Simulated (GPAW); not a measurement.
The system is MgO.

```xyz
2
Lattice="2.9380 0.0000 0.0000 -1.4690 2.5444 0.0000 0.0000 0.0000 2.6797" Properties=species:S:1:pos:R:3 pbc="T T T"
Mg    0.0000    0.0000    0.0000
O     0.0000    1.6963    1.3398
```

Measurements of this composition are mostly on another form, of space group No. 225.

Base run:

| Quantity | Value |
| --- | --- |
| Program | GPAW 26.7.0 |
| Functional | PBE |
| Potentials or basis | GPAW PAW data sets (gpaw-data 1.2.1) |
| Cutoff | 600 eV |
| Basis | pw |
| k mesh | 8 × 8 × 8 |
| Occupations | fermi-dirac, width 0.05 eV |
| Spin | no spin polarisation |

Its results: band gap on the k mesh 3.04 eV, indirect (least direct gap 3.43 eV); pressure -4.7 GPa.

**Question.** The run is repeated on the same cell with these changes: functional from PBE to M06-L; cutoff from 600 eV to 800 eV; k mesh from 8 × 8 × 8 to 7 × 7 × 7. What comes out?

**Answer.** Band gap on the k mesh 2.81 eV, indirect (least direct gap 3.20 eV); pressure -5.2 GPa.

Several settings changed at once, so the effect can't be laid on one alone.

Caveats: the cutoff is short for stress and forces, so pressures can be off by a GPa or more (some runs); the PAW data sets were made with another functional, which shifts forces and pressure a little (some runs).
